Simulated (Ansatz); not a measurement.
NaCl: elastic constants with PBEsol

The system is NaCl.

```
Cl Na
1.0
     0.00000    2.79406    2.79406
     2.79406    0.00000    2.79406
     2.79406    2.79406    0.00000
Cl Na
1 1
Direct
  0.50000 0.50000 0.50000
  0.00000 0.00000 0.00000
```

The cell is a database's computed one.

```json
{
  "Program": "Ansatz 0.2.0",
  "Task": "elastic constants",
  "Functional": "PBEsol",
  "Potentials or basis": "all-electron LAPW, scalar-relativistic",
  "Cutoff": "181 eV (chosen from the basis error)",
  "Basis error allowed": "0.001 eV/atom",
  "k mesh": "6 × 6 × 6",
  "Occupations": "fermi-dirac, width 0.05 eV",
  "Spin": "no spin polarisation"
}
```

```json
{"Pressure": "0.2 GPa", "Band gap on the k mesh": "5.04 eV, direct", "Elastic constants C11, C12, C44": "57, 12, 12 GPa", "Voigt bulk modulus": "27 GPa"}
```

Levels at points of the mesh, in eV from the valence-band top:
```csv
k point,band 9,band 10,band 11,band 12,band 13,band 14,band 15,band 16
"(0.00, 0.00, 0.00)",-12.70,0.00,0.00,0.00,5.04,10.92,10.92,10.92
"(0.00, 0.00, -0.50)",-12.33,-2.05,-0.29,-0.29,7.11,10.72,10.83,10.83
"(0.00, -0.50, -0.50)",-12.28,-1.78,-0.64,-0.64,7.49,7.83,11.32,14.87
```

Elastic tensor in Voigt notation (GPa, in the Cartesian axes of the cell as first typed):
```
57 12 12  0  0  0
12 57 12  0  0  0
12 12 57  0  0  0
 0  0  0 12  0  0
 0  0  0  0 12  0
 0  0  0  0  0 12
```

Wall time 13 s on 1 thread of Arm Neoverse V2 (shared host), peak memory 0.27 GiB.
